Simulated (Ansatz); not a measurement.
# Re: what symmetry allows forces and stress to be

```
CELL_PARAMETERS angstrom
2.76534 0.00000 0.00000
-1.38267 2.39485 0.00000
0.00000 0.00000 4.47358
ATOMIC_POSITIONS crystal
Re 0.33333 0.66667 0.25000
Re 0.66667 0.33333 0.76006
```

The calculation used DFT PBE, scalar-relativistic, plane waves, PAW in Ansatz.

Plane waves to 420 eV, a k mesh through Γ of 15×15×8 on the computed 2-atom cell and Gaussian smearing (0.10 eV); no spin polarisation.

This distorted cell has space group P-3m1, with 12 operations.

Q: Without a calculation: in which directions can each atom feel a force?

A: A force must be left unchanged by every operation that keeps its atom in place, so it lies in the space that those operations leave fixed. Atoms that the group maps onto each other feel forces of one size.
```json
{"atom": "Re1", "site symmetry": "3m.", "operations at the site": "6", "equivalent to atom": "1", "allowed force (Cartesian)": "along (0.00, 0.00, 1.00)"}
{"atom": "Re2", "site symmetry": "3m.", "operations at the site": "6", "equivalent to atom": "1", "allowed force (Cartesian)": "along (0.00, 0.00, 1.00)"}
```

That leaves 1 independent force component of 6. A relaxation in this cell that keeps the symmetry moves the atoms in these directions alone.

Q: And the stress tensor?

A: It must be invariant under the point group, which leaves 2 independent components: yz, xz, xy vanish; xx = yy.

Q: Do the computed values obey this?

A: Yes. Forces (eV/Å):
```
Re1  0.000  0.000  0.171
Re2  0.000  0.000 -0.171
```

Stress (GPa, compression positive, xx yy zz yz xz xy): 3.56 3.56 4.26 0.00 0.00 0.00. The program imposes the same operations on density, forces and stress, so this confirms the analysis and is no independent test of the calculation.

Spin–orbit coupling is left out, which can shift energies with elements as heavy as these.